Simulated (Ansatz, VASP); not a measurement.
# TePb in two plane-wave programs, part 2 of 2

One calculation is typed for both programs; each brings its own data sets and cutoff. How far apart do they land? The cell is taken from a series of VASP runs on this material, whose earlier steps may have relaxed, scaled or displaced it; both programs get it as it stands.

VASP 6.6.1 and Ansatz 0.2.0.

So far: Starting point; VASP: band structure, HSE06, spin-orbit coupling.

## 3. Ansatz: band structure, HSE06, spin-orbit coupling

Level of this step: Ansatz beside VASP: Kohn-Sham DFT, plane waves, HSE06, spin-orbit coupling (Ansatz).

Ansatz runs on its fully relativistic PAW (standard-fr) files.

The same cell, functional, mesh and smearing now go to Ansatz, which takes its cutoff from its data sets.

File input.yaml:

```yaml
crystal:
  lattice:
    - [0.0, 3.231, 3.231]
    - [3.231, 0.0, 3.231]
    - [3.231, 3.231, 0.0]
  atoms:
    - { symbol: Pb, position: [0.0, 0.0, 0.0] }
    - { symbol: Te, position: [0.5, 0.5, 0.5] }
hamiltonian:
  xc: { exchange: pbe, correlation: pbe, exx: { coeff: 0.25, omega: 0.2 } }
  pseudopotentials: { kind: paw_fr }
magnetization:
  noncollinear: true
  spin_orbit: true
kpoints:
  mp_grid: { grid: [4, 4, 4] }
  band_path:
    path:
      - [0.0, 0.0, 0.0]
      - [0.5, 0.0, 0.5]
      - [0.5, 0.22222, 0.72222]
      - [0.40278, 0.34722, 0.75]
      - [0.125, 0.125, 0.25]
      - [0.27778, 0.27778, 0.27778]
      - [0.5, 0.5, 0.5]
      - [0.55556, 0.38889, 0.55556]
      - [0.58333, 0.25, 0.66667]
      - [0.5, 0.30556, 0.69444]
      - [0.48611, 0.48611, 0.52778]
      - [0.625, 0.25, 0.625]
      - [0.5, 0.0, 0.5]
    npoints: 1
scf:
  occupations: { method: gaussian, width: 0.03 }
  n_extra_bands: 14
output:
  forces: true
  stress: true
  eigenvalues: true
```

Run with:

```sh
ansatz run input.yaml --threads 4 --pin off --max-ram 9216MiB --backend cpu --events-out ev --progress --plain --runs-dir out
```

Numbers of over 12 decimals in the logs are rounded to 6 here.

The program printed:

```text
Warning: output.stress: scf.convergence.dr2_threshold = 1e-7 eV (the SCF's general default) is looser than the 2e-10 eV advised for a printed stress (1e-10 eV for each atom of the cell: 2). What an SCF threshold leaves in a stress goes as its square root, and in the free energy as the threshold itself, and one threshold admits the most on a small cell: [figures from the program's tests cut] Set scf.convergence.dr2_threshold to 2e-10 eV or tighter. The threshold is an SCF's pass mark: one that does not reach it within its budget of iterations ends unconverged, or closes short of it on a stop that the run arms, and scf.convergence.dr2_threshold's page says what that costs each kind of run
Warning: output.stress: scf.exx.energy_threshold = 1e-6 eV is looser than the 2e-8 eV advised for a stress under a hybrid functional (1e-8 eV for each atom of the cell: 2). Every SCF of the exchange loop can meet its threshold on dr2 while the loop round them stops early: no threshold on dr2 bounds what that leaves in the stress. Set scf.exx.energy_threshold to 2e-8 eV or tighter. The threshold is the loop's pass mark: a loop that does not reach it within its budget of cycles ends unconverged, and scf.exx.energy_threshold's page has the law
scf.n_extra_bands = 14 over 30 filled bands (N_el = 30.0): the run solves 44 bands
Engine: ansatz 0.2.0, aarch64-unknown-linux-gnu
Pseudopotentials: kind: paw_fr
Pseudopotential: Pb, paw_fr, valence charge 14, recommended cutoff 420 eV (normal), Pb.paw.azcp#standard-fr
Pseudopotential: Te, paw_fr, valence charge 16, recommended cutoff 420 eV (normal), Te.paw.azcp#standard-fr
Functional definition: unnamed
  parameter a_1 = 0.25
  parameter omega_1 = 0.2/angstrom
  exchange = pbe_x + (-a_1)*pbe_x_sr(omega_1) + a_1*exact_x_sr(omega_1)
  correlation = pbe_c
non-collinear run that drives no moment, with spin-orbit: no starting moment large enough to seed its density (crystal.atoms[].spin), no starting occupations that ask for one, no magnetisation constraint and no magnetic field, so the semilocal B_xc is pinned to zero
Crystal: 2 atoms, lattice volume = 67.459 Å³
Basis set: ecut = 420 eV, 1363 PW (Γ), exchange–correlation on 64×64×64 points (8 copies of the dense FFT grid, shifted against one another)
Bands: 44, of which v1, the nominal top of the filled ones, is band 30 counted from 1 (29 counted from 0)
Symmetry: 48 space group operations + 48 with time reversal
Magnetic group: BNS 225.117 (UNI 1619), of the structure as read, at distance tolerance 4.1e-5 Å
k-points: 8 of 64
Projection manifold: j_resolved (fully-relativistic pseudo-atomic orbitals)
Non-local potential: Pb, projectors of the file, l = 0: 2, l = 1: 4, l = 2: 4, l = 3: 4
Non-local potential: Te, projectors of the file, l = 0: 2, l = 1: 4, l = 2: 4, l = 3: 4
PAW form: soft (Blöchl's): semilocal exchange-correlation on the pseudo side does not see the compensation charge
PAW frozen core: Pb, regenerated for the run's functional, and the local potential with it (the file was generated under x = pbe(κ = 0.804, μ = 0.219515), c = pbe(β = 0.066725))
PAW frozen core: Te, regenerated for the run's functional, and the local potential with it (the file was generated under x = pbe(κ = 0.804, μ = 0.219515), c = pbe(β = 0.066725))
PAW one-centre angular grid: Pb, 590 points (default); XC on 160 Gauss nodes
PAW one-centre angular grid: Te, 590 points (default); XC on 96 Gauss nodes
Initial density: superposition of atomic densities (chi_scale 0.1, normalization cell, long waves kept (reshape's long-wave potential 0.00 eV rms))
Initial wavefunctions: pseudopotential atomic-orbital guess
Functional: x = pbe(κ = 0.804, μ = 0.219515), c = pbe(β = 0.066725), warm-up for x = pbe(κ = 0.804, μ = 0.219515) + 0.25 (exact − pbe) at short range (hse, ω = 0.2 Å⁻¹), c = pbe(β = 0.066725)
SCF iter   1: F=—  HF=-18928.708736 eV  |F-HF|=—  |Δ(HF+E_count)|=         —  Δρ=2.37e-2  dr2=1.08e0  dr2_m=0.00e0 (ungated)  ethr=1.00e-1  |M|=0.00e0 ∫|m|=0.00e0 μB  |m|>n=0.0e0 m-floor=0.0e0 τ_xc=0.0e0  β_m=0.30  ⟨swp⟩=6.5  Hψ=1240  notcnv=0
preconditioner: auto → none  [insulator: Δε(μ)=0.316 eV  Ē_g=16.421 eV  σ=0.030 eV  W_gap=1.00  n_scr=14 (ndim 8)  ℏωp=20.2 eV  f_vac=0.000  D(μ)=0.00/eV (n_scr^D=0)]
iter 2 solved again at ethr=2.51e-4 eV; its pass at ethr=3.60e-3 eV (dr2=7.54e-2 eV) is discarded
SCF iter   2: F=—  HF=-18928.403727 eV  |F-HF|=—  |Δ(HF+E_count)|=   3.05e-1  Δρ=7.58e-3  dr2=7.37e-2  dr2_m=0.00e0 (ungated)  ethr=2.51e-4  |M|=0.00e0 ∫|m|=0.00e0 μB  |m|>n=0.0e0 m-floor=0.0e0 τ_xc=0.0e0  β_m=0.35  ⟨swp⟩=4.1  Hψ=1674  notcnv=0  defer=4
preconditioner: auto → Kerker (q_TF=auto, 2.384 Å⁻¹)  [metal: Δε(μ)=0.015 eV  Ē_g=16.758 eV  σ=0.030 eV  W_gap=0.27  n_scr=14 (ndim 8)  ℏωp=20.2 eV  f_vac=0.002  D(μ)=4.43/eV (n_scr^D=58)]
spin=Noncollinear: Kerker preconditioning applied to the charge; magnetization (m_x, m_y, m_z) channels mix plain (no charge-response kernel on spin).
SCF iter   3: F=—  HF=-18928.394471 eV  |F-HF|=—  |Δ(HF+E_count)|=   9.26e-3  Δρ=4.91e-3  dr2=1.29e-2  dr2_m=0.00e0 (ungated)  ethr=2.46e-4  |M|=0.00e0 ∫|m|=0.00e0 μB  |m|>n=0.0e0 m-floor=0.0e0 τ_xc=0.0e0  β_m=0.67  ⟨swp⟩=4.1  Hψ=850  notcnv=0  defer=8
[...]
Frozen-core exchange: fock
[...]
preconditioner: auto → none  [insulator: Δε(μ)=0.127 eV  Ē_g=18.717 eV  σ=0.030 eV  W_gap=1.00  n_scr=14 (ndim 8)  ℏωp=20.2 eV  f_vac=0.014  D(μ)=0.05/eV (n_scr^D=0)]
SCF iter   2: F=—  HF=-18903.701681 eV  |F-HF|=—  |Δ(HF+E_count)|=   1.04e-3  Δρ=6.65e-4  dr2=5.95e-4  dr2_m=0.00e0 (ungated)  ethr=1.12e-5  |M|=0.00e0 ∫|m|=0.00e0 μB  |m|>n=0.0e0 m-floor=0.0e0 τ_xc=0.0e0  β_m=0.53  ⟨swp⟩=3.1  Hψ=714  notcnv=0  defer=2
SCF iter   3: F=—  HF=-18903.701883 eV  |F-HF|=—  |Δ(HF+E_count)|=   2.02e-4  Δρ=7.14e-4  dr2=9.59e-4  dr2_m=0.00e0 (ungated)  ethr=5.66e-7  |M|=0.00e0 ∫|m|=0.00e0 μB  |m|>n=0.0e0 m-floor=0.0e0 τ_xc=0.0e0  β_m=0.52  ⟨swp⟩=4.0  Hψ=854  notcnv=0
SCF iter   4: F=—  HF=-18903.701714 eV  |F-HF|=—  |Δ(HF+E_count)|=   1.69e-4  Δρ=3.13e-4  dr2=4.76e-4  dr2_m=0.00e0 (ungated)  ethr=5.66e-7  |M|=0.00e0 ∫|m|=0.00e0 μB  |m|>n=0.0e0 m-floor=0.0e0 τ_xc=0.0e0  β_m=0.63  ⟨swp⟩=3.4  Hψ=646  notcnv=0
SCF iter   5: F=—  HF=-18903.701673 eV  |F-HF|=—  |Δ(HF+E_count)|=   4.10e-5  Δρ=7.70e-5  dr2=3.82e-4  dr2_m=0.00e0 (ungated)  ethr=4.53e-7  |M|=0.00e0 ∫|m|=0.00e0 μB  |m|>n=0.0e0 m-floor=0.0e0 τ_xc=0.0e0  β_m=0.82  ⟨swp⟩=2.8  Hψ=612  notcnv=0
SCF iter   6: F=-18903.704387 eV  HF=-18903.704498 eV  |F-HF|=1.10e-4  |Δ(HF+E_count)|=   2.82e-3  Δρ=3.30e-4  dr2=1.74e-4  dr2_m=0.00e0 (ungated)  ethr=2.49e-8  |M|=0.00e0 ∫|m|=0.00e0 μB  |m|>n=0.0e0 m-floor=0.0e0 τ_xc=0.0e0  ⟨swp⟩=4.9  Hψ=1034  notcnv=0
SCF 3 stopped early in 6 iterations: F = -18903.704387 eV  dr2 = 1.74e-4
hybrid outer 2: dexx = +3.198e-3 eV, tail = 7.33e-3 eV, Δε = 1.06e-1 eV (about 2.00e-2 eV left of the loop's levels)
Projection manifold: j_resolved (fully-relativistic pseudo-atomic orbitals)
Exchange kernel: α = 0.2500, screened, ω = 0.2000 Å⁻¹, Wigner–Seitz truncation, v(0) = 1120.4729 eV·Å³, q-mesh 4×4×4, nearest image of the exchange supercell L = 18.28 Å, pair-density grid 18×18×18, without the augmentation charges, whose exchange is taken in its separable form by FFT convolution over the k-point mesh (sized by the pseudopotential files, 25×25×25 at the most), smooth part of the exact exchange by density-matrix convolution
Frozen-core exchange: fock
SCF iter   1: F=—  HF=-18903.704492 eV  |F-HF|=—  |Δ(HF+E_count)|=         —  Δρ=1.43e-4  dr2=3.46e-5  dr2_m=0.00e0 (ungated)  ethr=6.35e-6  |M|=0.00e0 ∫|m|=0.00e0 μB  |m|>n=0.0e0 m-floor=0.0e0 τ_xc=0.0e0  β_m=0.30  ⟨swp⟩=2.9  Hψ=718  notcnv=0
preconditioner: auto → none  [insulator: Δε(μ)=0.190 eV  Ē_g=18.733 eV  σ=0.030 eV  W_gap=1.00  n_scr=14 (ndim 8)  ℏωp=20.2 eV  f_vac=0.014  D(μ)=0.00/eV (n_scr^D=0)]
SCF iter   2: F=—  HF=-18903.704482 eV  |F-HF|=—  |Δ(HF+E_count)|=   1.09e-5  Δρ=1.18e-5  dr2=7.72e-7  dr2_m=0.00e0 (ungated)  ethr=1.15e-7  |M|=0.00e0 ∫|m|=0.00e0 μB  |m|>n=0.0e0 m-floor=0.0e0 τ_xc=0.0e0  β_m=0.58  ⟨swp⟩=3.6  Hψ=658  notcnv=0
SCF iter   3: F=—  HF=-18903.704485 eV  |F-HF|=—  |Δ(HF+E_count)|=   3.62e-6  Δρ=2.25e-5  dr2=9.26e-7  dr2_m=0.00e0 (ungated)  ethr=2.41e-10  |M|=0.00e0 ∫|m|=0.00e0 μB  |m|>n=0.0e0 m-floor=0.0e0 τ_xc=0.0e0  β_m=0.58  ⟨swp⟩=5.4  Hψ=1240  notcnv=0
SCF iter   4: F=—  HF=-18903.704485 eV  |F-HF|=—  |Δ(HF+E_count)|=   3.23e-7  Δρ=2.61e-6  dr2=1.34e-8  dr2_m=0.00e0 (ungated)  ethr=2.41e-10  |M|=0.00e0 ∫|m|=0.00e0 μB  |m|>n=0.0e0 m-floor=0.0e0 τ_xc=0.0e0  β_m=0.76  ⟨swp⟩=4.6  Hψ=756  notcnv=0
SCF iter   5: F=-18903.704485 eV  HF=-18903.704485 eV  |F-HF|=3.86e-10  |Δ(HF+E_count)|=  7.42e-10  Δρ=6.44e-7  dr2=9.74e-9  dr2_m=0.00e0 (ungated)  ethr=1.13e-11  |M|=0.00e0 ∫|m|=0.00e0 μB  |m|>n=0.0e0 m-floor=0.0e0 τ_xc=0.0e0  ⟨swp⟩=4.0  Hψ=950  notcnv=0
SCF 4 converged in 5 iterations: F = -18903.704485 eV  dr2 = 9.74e-9
  Residual-converged pass: ⟨swp⟩=2.6  Hψ=528  notcnv=0  max |occ|·‖R‖ = 2.2e-6 eV (tolerance 2.4e-6 eV)  dr2=9.75e-9  dr2_m=0.00e0 (ungated)  dr2_onsite=9.54e-11  max |Δocc| = 1.6e-14
hybrid outer 3: dexx = +3.516e-6 eV, tail = 3.28e-8 eV, Δε = 1.63e-2 eV (about 4.39e-4 eV left of the loop's levels)
NSCF: frozen V_eff on 13 k-points
hybrid SCF converged: 3 outer / 18 inner (+9 warm-up), last move |dexx| = 3.52e-6 eV, tail = 3.28e-8 eV
Magnetization: |M| = 0.0000 μB,  M = (+0.0000, +0.0000, +0.0000) μB
Absolute magnetization: 0.0000 μB (∫|m|)
  site 0: m = (+0.0000, +0.0000, +0.0000) μB, |m| = 0.0000 μB  (R = 1.33 Å)
  site 1: m = (+0.0000, +0.0000, +0.0000) μB, |m| = 0.0000 μB  (R = 1.33 Å)
Free energy (F): -18903.704485 eV
Frozen-core exchange: fock
Harris-Foulkes:  -18903.704485 eV  (|F-HF|=3.86e-10)
Internal energy: -18903.704485 eV  (E = F + TS)
E sigma→0 (E₀):  -18903.704485 eV
Entropy (-TS):   -0.000000 eV (-0.000 meV/atom)
Fermi energy:    8.614857 eV
--- Per-component energies (eV) ---
  E_band       = -372.404725
  E_kinetic    = 468.392367
  E_local      = -2384.127130  (includes V_loc(G=0)·N_el)
  E_nonlocal   = 39.307919
  E_hartree    = 1256.967222
  E_xc         = -276.009572
  E_vxc        = -189.978389  (∫ρ·V_xc dr)
  E_exx        = -76.914561  (= α·E_x^exact, valence–valence)
  E_paw        = -15078.559990  (= ΣΔE_a)
  E_vpaw       = -666.104829  (= ΣTr[D̂ρ^β])
  E_aug_tail   = -0.000149  (compensation charges beyond the density's cutoff)
  E_ewald      = -2852.919164
  E_core_change = 0.158573  (= ΣΔE_core)
  E_smearing   = -0.000000  (= −TS)
  E_closure    = 0.000000  (closes the sum)
  Σ components = -18903.704485   (vs F -18903.704485, Δ=-3.64e-12)
--- Forces (eV/Å), atoms counted from 1 ---
  atom   1  Pb     0.00000000    -0.00000000    -0.00000000
  atom   2  Te     0.00000000    -0.00000000     0.00000000
  max |Σ_I F_I| component: 1.49e-26 eV/Å
--- Stress (GPa, compression-positive) ---
        0.981440       0.000000       0.000000
        0.000000       0.981440       0.000000
        0.000000       0.000000       0.981440
  P = ⅓ Tr σ = 0.9814 GPa (9.814 kbar)
--- Band table (eV; the first three rows and the last of 8) ---
  k-point 0: bands = [... 26 lower, 7.1891, 7.1891, 7.1891, 7.1891, 11.5911, 11.5911, 13.8260, 13.8260, ... 10 higher]
  k-point 1: bands = [... 26 lower, 7.3294, 7.3294, 7.8697, 7.8697, 10.0540, 10.0540, 11.5242, 11.5242, ... 10 higher]
  k-point 2: bands = [... 26 lower, 7.5689, 7.5689, 8.5213, 8.5213, 8.7084, 8.7084, 10.1036, 10.1036, ... 10 higher]
  k-point 7: bands = [... 26 lower, 4.0882, 4.0882, 7.9417, 7.9417, 10.3437, 10.3437, 14.2139, 14.2139, ... 10 higher]
```

Elapsed: 3.2 min, on 4 threads of Arm Neoverse V1, shared host; peak memory 1.5 GiB; 11 min of CPU time.

In the SCF lines HF is the Harris–Foulkes energy and dr2 the Hartree energy of the density residual, in eV; the loop may stop once dr2 is under the threshold and the program's other checks hold. Hψ counts applications of the Hamiltonian.

## 4. Comparison

Known differences besides the potentials themselves: spin-orbit coupling enters by fully relativistic files in Ansatz and inside the spheres in VASP; exact exchange at q = 0 is treated differently, which shows on coarse meshes; VASP keeps PBE cores, Ansatz makes them for the functional; the data sets hold 30 valence electrons in Ansatz (fully relativistic PAW (standard-fr) files) and 20 in VASP; the cutoff is 420 eV in Ansatz and 350 eV in VASP; VASP takes a coarser grid for exact exchange (PRECFOCK = Fast). Total energies have different zeros and are not compared.

Both answers:

| quantity | Ansatz | VASP | difference |
| --- | --- | --- | --- |
| gap over the path points (eV) | 0.187 | 0.359 | -0.172 |

Levels at points of the path, from each program's valence-band top (eV; 8 filled, then empty):

| k (reciprocal lattice) | Ansatz | VASP |
| --- | --- | --- |
| 0.000 0.000 0.000 | -5.94 -5.94 -2.56 -2.56 -1.33 -1.33 -1.33 -1.33 3.07 3.07 5.30 5.30 5.30 5.30 | -5.98 -5.98 -2.44 -2.44 -1.33 -1.33 -1.33 -1.33 3.32 3.32 5.32 5.32 5.32 5.32 |
| 0.500 0.000 0.500 | -7.88 -7.88 -5.25 -5.25 -3.75 -3.75 -2.96 -2.96 3.63 3.63 5.16 5.16 6.85 6.85 | -7.90 -7.90 -5.21 -5.21 -3.66 -3.66 -2.96 -2.96 3.65 3.65 5.36 5.36 6.87 6.87 |
| 0.500 0.222 0.722 | -8.68 -8.68 -4.62 -4.62 -4.31 -4.31 -0.73 -0.73 2.00 2.00 5.42 5.42 6.07 6.07 | -8.69 -8.69 -4.58 -4.58 -4.27 -4.27 -0.71 -0.71 2.07 2.07 5.46 5.46 6.12 6.12 |
| 0.403 0.347 0.750 | -8.69 -8.69 -4.81 -4.81 -3.30 -3.30 -1.92 -1.92 3.21 3.21 4.70 4.70 5.81 5.81 | -8.70 -8.70 -4.77 -4.77 -3.24 -3.24 -1.91 -1.91 3.31 3.31 4.73 4.73 5.85 5.85 |
| 0.125 0.125 0.250 | -7.13 -7.13 -2.57 -2.57 -1.27 -1.27 -0.57 -0.57 1.75 1.75 3.14 3.14 4.69 4.69 | -7.15 -7.15 -2.49 -2.49 -1.25 -1.25 -0.57 -0.57 1.92 1.92 3.14 3.14 4.72 4.72 |
| 0.278 0.278 0.278 | -7.94 -7.94 -2.03 -2.03 -1.16 -1.16 -0.55 -0.55 1.31 1.31 2.74 2.74 3.10 3.10 | -7.95 -7.95 -1.94 -1.94 -1.16 -1.16 -0.56 -0.56 1.49 1.49 2.73 2.73 3.10 3.10 |
| 0.500 0.500 0.500 | -9.45 -9.45 -1.62 -1.62 -0.95 -0.95 0.00 0.00 0.19 0.19 1.58 1.58 2.07 2.07 | -9.45 -9.45 -1.55 -1.55 -0.95 -0.95 0.00 0.00 0.36 0.36 1.57 1.57 2.07 2.07 |
| 0.556 0.389 0.556 | -9.25 -9.25 -3.03 -3.03 -2.01 -2.01 -1.16 -1.16 1.74 1.74 2.77 2.77 4.00 4.00 | -9.26 -9.26 -2.99 -2.99 -1.95 -1.95 -1.15 -1.15 1.85 1.85 2.76 2.76 4.04 4.04 |
| 0.583 0.250 0.667 | -8.69 -8.69 -4.79 -4.79 -3.51 -3.51 -1.67 -1.67 2.95 2.95 4.84 4.84 5.99 5.99 | -8.70 -8.70 -4.75 -4.75 -3.46 -3.46 -1.65 -1.65 3.04 3.04 4.87 4.87 6.04 6.04 |
| 0.500 0.306 0.694 | -8.81 -8.81 -4.24 -4.24 -4.14 -4.14 -0.61 -0.61 1.73 1.73 5.47 5.47 5.69 5.69 | -8.82 -8.82 -4.19 -4.19 -4.11 -4.11 -0.59 -0.59 1.80 1.80 5.53 5.53 5.73 5.73 |

Among the levels compared at these points, filled levels agree within 122 meV and empty ones within 248 meV.

## 5. Further runs

Further runs change the set-up of one program: Ansatz's method, potentials or start, or VASP's data sets, cutoff or form of LDA. The table gives Ansatz less VASP for each quantity, since a change that brings one quantity closer may part another.

| run | gap over the path points (eV) |
| --- | --- |
| as above | -0.17 |
| cores kept as stored | -0.17 |
| norm-conserving potentials (cutoff 1088 eV) | -0.26 |

## 6. Results

| Property | Result |
| --- | --- |
| difference in gap over the path points (band structure, HSE06, spin-orbit coupling) | -0.17 eV |

The difference in gap over the path points is -0.17 eV (band structure, HSE06, spin-orbit coupling), beyond the 0.08 eV picked in this series as the mark of a large difference. Band structure, HSE06, spin-orbit coupling, norm-conserving potentials (cutoff 1088 eV): the difference in gap over the path points goes from -0.17 to -0.26 eV. 1 further run of this series is not shown here. Such differences can come from data sets, numerical settings and the points named under the comparisons, not from the functional's error against experiment.

[Lines on the potential files, build, host, timing and source positions are cut from VASP's logs without a mark.]

[Logs are printed without paths, hosts, clocks, repeated set-up lines and the standing remarks that a program may print on its own settings, such as how far it seeks lower states.]

[Hosts, paths, dates, database ids (printed as entryN), source tags and the programs' standing remarks are cut or masked in the printed files.]
